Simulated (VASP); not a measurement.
# Ge (Fd-3m) in VASP: a series of runs

One crystal, Ge, is run at these levels: PBE, LDA, r2SCAN; tasks: optical spectrum, phonons, elastic constants.

Everything below comes from runs of VASP 6.6.1. Logs are shortened: lines on timing, memory, paths and dates and some standing lists are left out, and cuts for length are marked.

**What was measured.**

From “Electronic and optical properties of SixGe1-x-ySny alloys lattice-matched to Ge”, 2021, arxiv:2109.02782, for a bulk crystal of Ge at 293 K: band gap 0.666 eV (indirect).

The results are compared with them further down.

**1. The crystal as given**

The structure is cubic, space group Fd-3m (No. 227). The conventional cell has a = 5.674 Å, b = 5.674 Å, c = 5.674 Å, α = 90.00°, β = 90.00°, γ = 90.00°. Ge (site symmetry -43m) has 4 Ge at 2.46 Å as nearest neighbours.

**2. Optical spectrum, PBE**

Contents of INCAR:

```
SYSTEM = Ge
ALGO     = Normal         ! electronic algorithm
CSHIFT   = 0.1          
EDIFF    = 1E-6           ! SCF threshold, eV
ENCUT    = 520            ! plane-wave cutoff, eV
GGA      = PE             ! functional
ISIF     = 2              ! what is computed and relaxed
ISMEAR   = 0              ! smearing method
LASPH    = .TRUE.         ! aspherical terms in the spheres
LCHARG   = .FALSE.        ! write CHGCAR
LOPTICS  = .TRUE.         ! frequency-dependent dielectric function
LREAL    = .FALSE.        ! projectors in reciprocal space
LWAVE    = .FALSE.        ! write WAVECAR
NBANDS   = 62             ! bands
NEDOS    = 1000           ! points of the DOS
NELM     = 80             ! most SCF steps
PREC     = Accurate       ! precision mode
SIGMA    = 0.03           ! smearing width, eV
```

Contents of KPOINTS:

```
k-points
0
G
  10 10 10
  0 0 0
```

Contents of POSCAR:

```
Ge                                      
1.0
    0.0000000000      2.8370028123      2.8370028123
    2.8370028123      0.0000000000      2.8370028123
    2.8370028123      2.8370028123      0.0000000000
  Ge            
     2
Direct
     0.0000000000000000    0.0000000000000000    0.0000000000000000
     0.2500000000000000    0.2500000000000000    0.2500000000000000
```

Potentials or basis: VASP PAW PBE potentials, release 64 (Ge_d).

Launch:

```
> cat potpaw_PBE.64/Ge_d/POTCAR > POTCAR
> mpirun -np 1 vasp_std > vasp.out
```

OUTCAR:

```text
SYSTEM = Ge
   EDIFF = 1E-6
   ENCUT = 520
   GGA = PE
   ISIF = 2
   ISMEAR = 0
   LASPH = .TRUE.
   LREAL = .FALSE.
   NELM = 80
   PREC = Accurate

 ion  position               nearest neighbor table
   1  0.000  0.000  0.000-   2 2.46   2 2.46   2 2.46   2 2.46
   2  0.250  0.250  0.250-   1 2.46   1 2.46   1 2.46   1 2.46

  LATTYP: Found a face centered cubic cell.
 ALAT       =     5.6740056246

  Lattice vectors:

 A1 = (   0.0000000000,   2.8370028123,   2.8370028123)
 A2 = (   2.8370028123,   0.0000000000,   2.8370028123)
 A3 = (   2.8370028123,   2.8370028123,   0.0000000000)

Analysis of symmetry for initial positions (statically):
=====================================================================
 Subroutine PRICEL returns:
 Original cell was already a primitive cell.

 Routine SETGRP: Setting up the symmetry group for a
 face centered cubic supercell.

 Subroutine GETGRP returns: Found 48 space group operations
 (whereof 24 operations were pure point group operations)
 out of a pool of 48 trial point group operations.

The static configuration has the point symmetry T_d .
 The point group associated with its full space group is O_h .

Analysis of symmetry for dynamics (positions and initial velocities):
=====================================================================
 Subroutine PRICEL returns:
 Original cell was already a primitive cell.

 Routine SETGRP: Setting up the symmetry group for a
 face centered cubic supercell.

 Subroutine GETGRP returns: Found 48 space group operations
 (whereof 24 operations were pure point group operations)
 out of a pool of 48 trial point group operations.
[... 865 lines left out ...]
  Total        0.8439324      0.8439324      0.8439324      0.0000000      0.0000000      0.0000000
  in kB       29.6079927     29.6079927     29.6079927      0.0000000      0.0000000      0.0000000
  external PRESSURE =      29.6079927 kB  Pullay stress =       0.0000000 kB

 VOLUME and BASIS-vectors are now :
 -----------------------------------------------------------------------------
  energy-cutoff  :      520.00
  volume of cell :       45.67
      direct lattice vectors                 reciprocal lattice vectors
     0.000000000  2.837002812  2.837002812    -0.176242335  0.176242335  0.176242335
     2.837002812  0.000000000  2.837002812     0.176242335 -0.176242335  0.176242335
     2.837002812  2.837002812  0.000000000     0.176242335  0.176242335 -0.176242335

 POSITION                                       TOTAL-FORCE (eV/Angst)
 -----------------------------------------------------------------------------------
      0.00000      0.00000      0.00000         0.000000      0.000000      0.000000
      1.41850      1.41850      1.41850        -0.000000     -0.000000     -0.000000
 -----------------------------------------------------------------------------------
    total drift:                                0.000000      0.000000      0.000000

  FREE ENERGIE OF THE ION-ELECTRON SYSTEM (eV)
  ---------------------------------------------------
  free  energy   TOTEN  =        -9.0146602613 eV

  energy  without entropy=       -9.0146133431  energy(sigma->0) =       -9.01463680

 electrical conductivity sigma (Mega S m-1) (frequency dependency in vasprun.xml)
  --------------------------------------------------------------------------------------
       0.000       0.000       0.000
       0.000       0.000       0.000
      -0.000      -0.000       0.000

  frequency dependent IMAGINARY DIELECTRIC FUNCTION (independent particle, no local field effects) density-density
     E(ev)      X         Y         Z        XY        YZ        ZX
  --------------------------------------------------------------------------------------------------------------
     0.00000     0.00000     0.00000     0.00000     0.00000     0.00000     0.00000
     0.95027     5.79163     5.79163     5.79163    -0.00000    -0.00000    -0.00000
     1.90055    10.96319    10.96319    10.96319    -0.00000    -0.00000    -0.00000
     2.85082    16.85172    16.85172    16.85172    -0.00000    -0.00000    -0.00000
     3.80109    37.69680    37.69680    37.69680    -0.00000    -0.00000    -0.00000
     4.75137    20.47843    20.47843    20.47843     0.00000     0.00000     0.00000
[... 92 lines left out ...]
    93.12679     0.00015     0.00015     0.00015    -0.00000    -0.00000    -0.00000
    94.07707     0.00015     0.00015     0.00015    -0.00000    -0.00000    -0.00000

  frequency dependent      REAL DIELECTRIC FUNCTION (independent particle, no local field effects) density-density
     E(ev)        X           Y           Z          XY          YZ          ZX
  --------------------------------------------------------------------------------------------------------------
     0.00000   454.26680   454.26680   454.26680    -0.00000    -0.00000    -0.00000
     0.95027    24.20148    24.20148    24.20148    -0.00000    -0.00000    -0.00000
     1.90055     5.61068     5.61068     5.61068     0.00000     0.00000     0.00000
     2.85082    14.27894    14.27894    14.27894     0.00000    -0.00000    -0.00000
     3.80109    -8.92682    -8.92682    -8.92682    -0.00000     0.00000     0.00000
     4.75137    -3.22770    -3.22770    -3.22770     0.00000     0.00000    -0.00000
[... 92 lines left out ...]
    93.12679     0.94804     0.94804     0.94804     0.00000     0.00000     0.00000
    94.07707     0.94947     0.94947     0.94947     0.00000     0.00000     0.00000

  frequency dependent IMAGINARY DIELECTRIC FUNCTION (independent particle, no local field effects) current-current
     E(ev)      X         Y         Z        XY        YZ        ZX
  --------------------------------------------------------------------------------------------------------------
     0.00000   119.68001   119.68001   119.68001     0.00000    -0.00000    -0.00000
     0.95027    10.62550    10.62550    10.62550     0.00000    -0.00000    -0.00000
     1.90055    11.38626    11.38626    11.38626     0.00000     0.00000    -0.00000
     2.85082    17.76860    17.76860    17.76860    -0.00000    -0.00000    -0.00000
     3.80109    37.02639    37.02639    37.02639    -0.00000    -0.00000    -0.00000
     4.75137    20.33222    20.33222    20.33222     0.00000     0.00000    -0.00000
[... 92 lines left out ...]
    93.12679     0.00004     0.00004     0.00004     0.00000     0.00000     0.00000
    94.07707     0.00004     0.00004     0.00004     0.00000     0.00000     0.00000

  frequency dependent      REAL DIELECTRIC FUNCTION (independent particle, no local field effects) current-current
     E(ev)        X           Y           Z          XY          YZ          ZX
  --------------------------------------------------------------------------------------------------------------
     0.00000   -29.52458   -29.52458   -29.52458     0.00000    -0.00000    -0.00000
     0.95027    31.24516    31.24516    31.24516     0.00000    -0.00000    -0.00000
     1.90055     6.64782     6.64782     6.64782    -0.00000    -0.00000    -0.00000
     2.85082    14.06886    14.06886    14.06886     0.00000     0.00000    -0.00000
     3.80109   -10.46061   -10.46061   -10.46061     0.00000     0.00000     0.00000
     4.75137    -3.72980    -3.72980    -3.72980    -0.00000     0.00000     0.00000
[... 92 lines left out ...]
    93.12679     0.94892     0.94892     0.94892    -0.00000     0.00000     0.00000
    94.07707     0.95032     0.95032     0.95032    -0.00000     0.00000     0.00000
```

OSZICAR:

```text
N       E                     dE             d eps       ncg     rms          rms(c)
DAV:   1     0.288990376798E+03    0.28899E+03   -0.76848E+03  9146   0.123E+03
DAV:   2     0.284135916376E+02   -0.26058E+03   -0.23097E+03  5946   0.420E+02
DAV:   3    -0.798435206420E+01   -0.36398E+02   -0.35743E+02  6558   0.649E+01
DAV:   4    -0.909270607543E+01   -0.11084E+01   -0.11067E+01  6766   0.120E+01
DAV:   5    -0.909987856347E+01   -0.71725E-02   -0.71720E-02  6708   0.102E+00    0.316E+00
DAV:   6    -0.904269692753E+01    0.57182E-01   -0.83100E-03  7966   0.494E-01    0.187E+00
DAV:   7    -0.901295550365E+01    0.29741E-01   -0.17757E-02  6882   0.636E-01    0.149E-01
DAV:   8    -0.901449684051E+01   -0.15413E-02   -0.25839E-03  6784   0.220E-01    0.485E-02
DAV:   9    -0.901464166628E+01   -0.14483E-03   -0.78486E-05  7506   0.729E-02    0.170E-02
DAV:  10    -0.901465884519E+01   -0.17179E-04   -0.11526E-05  6626   0.135E-02    0.618E-03
DAV:  11    -0.901466006442E+01   -0.12192E-05   -0.10341E-06  6498   0.854E-03    0.118E-03
DAV:  12    -0.901466026133E+01   -0.19691E-06   -0.11810E-07  5676   0.120E-03
   1 F= -.90146603E+01 E0= -.90146368E+01  d E =-.469182E-04
 imaginary and real dielectric function
```

stdout:

```text
POSCAR found type information on POSCAR Ge
 POSCAR found :  1 types and       2 ions
 scaLAPACK will be used
 LDA part: xc-table for (Slater+PW92), standard interpolation
 POSCAR, INCAR and KPOINTS ok, starting setup
 FFT: planning ... GRIDC
 FFT: planning ... GRID_SOFT
 FFT: planning ... GRID
 WAVECAR not read
 entering main loop
 optical routines
 imaginary and real dielectric function
 recalculating local potential from charge density
 direction            1
 direction            2
 direction            3
```

Run time: 56 s. Hardware: 1 thread of Intel Xeon 6975P-C (Granite Rapids), shared host; peak memory 0.27 GiB.

What came out:

| Item | Value |
| --- | --- |
| Free energy | -9.0147 eV |
| Pressure | 3.0 GPa |
| Band gap on the k mesh | none (metal or under the smearing width) |

Dielectric function (mean over the directions given):
```tsv
energy (eV)	real part	imaginary part
0.29	-47.03	65.90
0.76	14.99	5.47
1.24	29.01	23.01
1.71	-0.17	20.45
2.28	10.92	14.56
2.76	13.11	16.67
3.23	10.36	15.52
3.80	-8.93	37.70
4.28	-5.05	8.37
4.75	-3.23	20.48
5.32	-11.40	7.97
5.80	-6.42	4.08
6.27	-5.47	3.79
6.84	-4.13	3.30
7.32	-4.60	2.91
7.79	-3.01	1.77
8.27	-3.20	2.51
8.84	-2.37	1.32
9.31	-1.85	1.55
9.79	-2.28	1.27
10.36	-1.58	1.22
10.83	-1.51	0.94
11.31	-1.28	0.63
11.88	-1.02	0.58
12.35	-0.84	0.45
12.83	-0.73	0.46
13.40	-0.60	0.43
13.87	-0.36	0.31
14.35	-0.36	0.30
14.82	-0.33	0.22
15.39	-0.19	0.27
15.87	-0.12	0.19
16.34	-0.05	0.16
16.91	0.03	0.16
17.39	0.10	0.10
17.87	0.13	0.14
18.44	0.23	0.07
18.91	0.28	0.09
19.39	0.32	0.08
19.96	0.37	0.08
```

Caveat: independent-particle spectra lack excitons; the intraband (Drude) part of a metal's response may be missing; this crystal is a semiconductor, whose small gap the functional closes, so the metal is an error of the method.

(Continued in part 2 of 2.)
